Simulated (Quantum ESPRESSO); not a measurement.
## La under changes of volume

One of the cells (36.962 Å³/atom); the others are scaled copies at fixed shape and fractional positions:

```
CELL_PARAMETERS angstrom
3.75000 0.00000 0.00000
-1.87500 3.24760 0.00000
0.00000 0.00000 6.07000
ATOMIC_POSITIONS crystal
La 0.66667 0.33333 0.75000
La 0.33333 0.66667 0.25000
```

This isn't the form of La at room conditions, which is double hcp.

| Item | Value |
| --- | --- |
| Program | Quantum ESPRESSO 7.5 |
| Functional | PBEsol |
| Potentials or basis | GBRV 1.5 PBEsol |
| Cutoff | 612 eV |
| Density cutoff | 4898 eV |
| k mesh | 8 × 8 × 5 |
| Occupations | fermi-dirac, width 0.05 eV |
| Spin | no spin polarisation |

```tsv
volume (Å³/atom)	energy over the lowest point (meV/atom)	pressure (GPa)
34.744	0.00	0.3
35.483	0.07	-0.3
36.222	2.51	-0.8
36.962	7.31	-1.3
37.701	?	?
38.440	23.55	-2.2
39.179	34.73	-2.6
```

Problem. What does the run at 37.701 Å³/atom give?

Solution. Energy over the lowest point 14.37 meV/atom; pressure -1.8 GPa.

Worked out: A Birch-Murnaghan fit of order 3 (a polynomial in V^(-2/3)) to the other rows has its minimum at 35.10 Å³/atom with B0 = V·E''(V) = 25 GPa (rough, since the energies scatter) at fixed shape and positions, which overstates the stiffness. It gives 14.36 meV/atom at 37.701 Å³/atom, against the run's 14.37, and -dE/dV = -1.8 GPa, against -1.8.

Energies are extrapolated to zero smearing.
